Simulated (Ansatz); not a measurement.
# Two inputs for SiO₂

This input was run with Ansatz:

```yaml
crystal:
  lattice:
    - [4.982, 0.0, 0.0]
    - [0.0, 4.982, 0.0]
    - [0.0, 0.0, 6.963]
  atoms:
    - { symbol: Si, position: [0.3039018416, 0.3039018416, 0.0] }
    - { symbol: Si, position: [0.1960981584, 0.8039018416, 0.25] }
    - { symbol: Si, position: [0.6960981584, 0.6960981584, 0.5] }
    - { symbol: Si, position: [0.8039018416, 0.1960981584, 0.75] }
    - { symbol: O, position: [0.2373186938, 0.1139629102, 0.1837361139] }
    - { symbol: O, position: [0.3860370898, 0.7373186938, 0.4337361139] }
    - { symbol: O, position: [0.7626813062, 0.8860370898, 0.6837361139] }
    - { symbol: O, position: [0.6139629102, 0.2626813062, 0.9337361139] }
    - { symbol: O, position: [0.7373186938, 0.3860370898, 0.5662638861] }
    - { symbol: O, position: [0.8860370898, 0.7626813062, 0.3162638861] }
    - { symbol: O, position: [0.2626813062, 0.6139629102, 0.0662638861] }
    - { symbol: O, position: [0.1139629102, 0.2373186938, 0.8162638861] }
kpoints:
  mp_grid: { grid: [4, 4, 3] }
scf:
  occupations: { method: fermi_dirac, width: 0.02 }
hamiltonian:
  xc: pbe
  pseudopotentials: { kind: paw }
output:
  forces: true
  stress: true
  populations: true
  efg: { quadrupole_moments_barn: { O: -0.02558 }, contact_densities: true }
total_charge: 1
```

It converged. Of its output the block on the nuclei alone is shown, without the SCF iterations, energies, forces and stress (one atom of each set):

```
--- PAW observables at the nuclei: V_zz in 10²¹ V/m², potentials from the cell's mean, atoms counted from 1 ---
  atom   1  Si V_zz =    -0.370409   η = 0.7326   by run symmetry: allowed
            electrostatic potential = -1353.214739 V   contact ρ = 12800.982250 e/Å³
  atom   5  O  V_zz =    +7.806870   η = 0.2968   by run symmetry: allowed   C_q = -4.8287 MHz
            electrostatic potential = -617.371851 V   contact ρ = 2154.461929 e/Å³
```

**Question.** Can these gradients be trusted, and how do they compare with a run on standard settings?

**Answer.** Only as results of these settings. Against the standard input the change is `total_charge`: not typed → 1. A site carries the number of its first atom; V_zz in 10²¹ V/m².

```tsv
site	V_zz standard	η standard	V_zz here	η here
Si	-0.38	0.74	-0.37	0.73
O	9.50	0.18	7.81	0.30
```

The largest change of V_zz is on O, from 9.50 to 7.81. In per cent, |V_zz| changes by -18 on O (all sites that start above 2). On O V_xx and V_yy change places (or their axes turn by over 50°), so the two values of η hide a larger change. The changed cell holds a charge of +1 on a uniform background, so it isn't the neutral crystal. It has an odd number of electrons and no spin polarisation, so the extra carrier is shared by both spins and spread out, where a real one carries spin and can localise. The gap no longer holds the Fermi energy in the changed run, so its gradients also hang on the k-mesh and the smearing.
